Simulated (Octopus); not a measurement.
## CaF2 (Fluorite) under changes of volume

One of the cells (13.579 Å³/atom); the others are scaled copies at fixed shape and fractional positions:

```
Ca F
1.0
     0.00000    2.73100    2.73100
     2.73100    0.00000    2.73100
     2.73100    2.73100    0.00000
Ca F
1 2
Direct
  0.00000 0.00000 0.00000
  0.75000 0.75000 0.75000
  0.25000 0.25000 0.25000
```

- Program: Octopus 16.4
- Functional: PBE
- Potentials or basis: pseudodojo_pbe (PseudoDojo 0.5, PBE)
- Grid spacing: 0.129 Å
- k mesh: 8 × 8 × 8
- Occupations: fermi-dirac, width 0.05 eV
- Spin: no spin polarisation

```tsv
volume (Å³/atom)	energy over the lowest point (meV/atom)	gap on the mesh (eV)
12.764	28.43	7.71
13.036	?	?
13.308	9.67	7.45
13.579	4.37	7.33
13.851	0.99	7.21
14.122	0.00	7.10
14.394	0.83	6.99
```

Problem. What does the run at 13.036 Å³/atom give?

Solution. Energy over the lowest point 17.99 meV/atom; gap on the mesh 7.58 eV.

Worked out: A Birch-Murnaghan fit of order 3 (a polynomial in V^(-2/3)) to the other rows has its minimum at 14.14 Å³/atom with B0 = V·E''(V) = 59 GPa and B' = 3.5. It gives 17.71 meV/atom at 13.036 Å³/atom, against the run's 17.99. A straight line through the other rows of the gap, of slope -5.99 eV per unit of ln V, gives 7.58 eV, against the run's 7.58.

Energies are extrapolated to zero smearing.

A mesh can miss the band edges.
